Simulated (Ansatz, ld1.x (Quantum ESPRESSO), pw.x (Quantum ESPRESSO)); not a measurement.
Mn (Z = 25): does the PAW potential hold in the solid?

```
Element                 : Mn
Generator               : ld1.x (Quantum ESPRESSO) 7.5
Type                    : PAW
Functional              : PBEsol
Relativity              : scalar-relativistic
Frozen core             : [Ar]
Valence charge          : 7
Reference configuration : 3d5 4s2 4p0
Partial waves           : 4s (bound): rcut 2.25, rcutus 2.40 bohr; 4s channel at 1.1 Ry: rcut 2.25, rcutus 2.40 bohr; 4p (bound, empty): rcut 2.50, rcutus 3.05 bohr; 4p channel at 0.4 Ry: rcut 2.50, rcutus 3.05 bohr; 3d (bound): rcut 1.20, rcutus 1.35 bohr; 3d channel at 0.5 Ry: rcut 1.20, rcutus 1.35 bohr
Local potential         : all-electron potential smoothed inside 1.75 bohr (lloc = -1)
Core correction         : none
Augmentation charge     : BESSEL, radius 1.35 bohr
```

Atomic tests: cutoffs needed: 55 Ry and 90 Ry (the cutoffs (Ry, on a coarse ladder) from which the occupation-weighted sum of valence levels, in a spherical-Bessel basis at the reference potential, stays within 10 and 1 mRy of its value at 400 Ry); ghost test: no extra level below or beside the all-electron valence levels (s, p, d, f tested) (spherical-Bessel basis up to 400 Ry, 20 bohr box); configuration tests: 1 of 7 tests not solved or not reliable.

Crystal test: bcc Mn in pw.x 7.5, no spin, 17³ k-points, Fermi–Dirac smearing 0.01 Ry, cutoffs 110/880 Ry. The reference is all-electron LAPW (Ansatz 0.2.0) with the same functional, mesh and smearing; V0 and B0 come from Birch–Murnaghan fits to the pressures at five volumes. Errors are pseudo minus all-electron; Δ is the rms difference of the E(V) curves that follow from these fits, minima aligned, over ±6 % about the mean V0. Mesh and smearing are coarse, so the numbers serve the comparison and aren't converged zero-temperature values; the lattice is a test structure that the element need not adopt. Spin polarisation and strong correlation are left out, which matters for this element.

All-electron: a0 = 2.752 Å (V0 = 10.43 Å³/atom), B0 = 302.1 GPa.

Question: How far does the potential miss the all-electron equation of state?

Answer: mean pressure error (GPa): -1.16; a0 (Å): 2.749; a0 error (%): -0.13; B0 error (%): +3.9; Δ (meV/atom): 2.7. The largest radius (3.05 bohr) exceeds half the bond length (2.25 bohr), so the spheres overlap, which is one possible source of error among others. Atomic configuration tests: 1 of 7 tests not solved or not reliable.

```json
{"V (Å³/atom)": "9.888", "P all-electron (GPa)": "18.00", "P pseudo (GPa)": "17.23"}
{"V (Å³/atom)": "10.148", "P all-electron (GPa)": "8.65", "P pseudo (GPa)": "7.61"}
{"V (Å³/atom)": "10.408", "P all-electron (GPa)": "0.50", "P pseudo (GPa)": "-0.71"}
{"V (Å³/atom)": "10.668", "P all-electron (GPa)": "-6.62", "P pseudo (GPa)": "-7.95"}
{"V (Å³/atom)": "10.928", "P all-electron (GPa)": "-12.82", "P pseudo (GPa)": "-14.27"}
```

Question: At the middle volume, how do free energy and pressure move when the wave cutoff is lowered (ecutrho held at 880 Ry)?

Answer:

```json
{"cutoff (Ry)": "50", "shift of F (meV/atom)": "+434.8", "shift of P (GPa)": "-48.41"}
{"cutoff (Ry)": "66", "shift of F (meV/atom)": "+25.0", "shift of P (GPa)": "-0.62"}
{"cutoff (Ry)": "88", "shift of F (meV/atom)": "+8.4", "shift of P (GPa)": "-0.96"}
```

Input at the middle volume:

```
&control
  calculation='scf', prefix='x', pseudo_dir='./', outdir='./tmp', tstress=.true., disk_io='none'
/
&system
  ibrav=0, nat=1, ntyp=1, ecutwfc=110, ecutrho=880, nbnd=11,
  occupations='smearing', smearing='fd', degauss=0.01
/
&electrons
  conv_thr=1e-09, mixing_beta=0.4, electron_maxstep=70
/
ATOMIC_SPECIES
Mn 1.0 Mn.UPF
CELL_PARAMETERS angstrom
  -1.37542136 1.37542136 1.37542136
  1.37542136 -1.37542136 1.37542136
  1.37542136 1.37542136 -1.37542136
ATOMIC_POSITIONS crystal
Mn 0.0000 0.0000 0.0000
K_POINTS automatic
17 17 17 0 0 0
```

```bash
pw.x < Mn.scf.in > Mn.scf.out
```

Lines of the output:

```
Message from routine setup:
     using ibrav=0 with symmetry is DISCOURAGED, use correct ibrav instead
     lattice parameter (alat)  =       4.5019  a.u.
     unit-cell volume          =      70.2367 (a.u.)^3
     number of electrons       =         7.00
     number of Kohn-Sham states=           11
     kinetic-energy cutoff     =     110.0000  Ry
     charge density cutoff     =     880.0000  Ry
     scf convergence threshold =      1.0E-09
     Exchange-correlation= SLA  PW   PSX  PSC
     number of k points=   165  Fermi-Dirac smearing, width (Ry)=  0.0100
     iteration #  1     ecut=   110.00 Ry     beta= 0.40
     total energy              =    -122.13294299 Ry
     estimated scf accuracy    <       0.17012730 Ry
     iteration #  2     ecut=   110.00 Ry     beta= 0.40
     total energy              =    -122.14922435 Ry
     estimated scf accuracy    <       0.00111093 Ry
     iteration #  3     ecut=   110.00 Ry     beta= 0.40
     total energy              =    -122.14803380 Ry
     estimated scf accuracy    <       0.00342751 Ry
     iteration #  4     ecut=   110.00 Ry     beta= 0.40
     total energy              =    -122.14847206 Ry
     estimated scf accuracy    <       0.00004286 Ry
     iteration #  5     ecut=   110.00 Ry     beta= 0.40
     total energy              =    -122.14847224 Ry
     estimated scf accuracy    <       0.00000405 Ry
     iteration #  6     ecut=   110.00 Ry     beta= 0.40
     total energy              =    -122.14847307 Ry
     estimated scf accuracy    <       0.00000015 Ry
     iteration #  7     ecut=   110.00 Ry     beta= 0.40
     total energy              =    -122.14847314 Ry
     estimated scf accuracy    <       0.00000005 Ry
     iteration #  8     ecut=   110.00 Ry     beta= 0.40
     the Fermi energy is    15.7211 ev
!    total energy              =    -122.14847314 Ry
     estimated scf accuracy    <          2.0E-10 Ry
     smearing contrib. (-TS)   =      -0.00870840 Ry
     convergence has been achieved in   8 iterations
          total   stress  (Ry/bohr**3)                   (kbar)     P=       -7.10
     Message from routine punch:
     Nothing written, as per user request (disk_io='none')
```

The run at the middle volume (165 k-points, 8 iterations) took about 24 s on one core of a shared host (Neoverse-V2, 96 threads, 742 GiB, load 57).
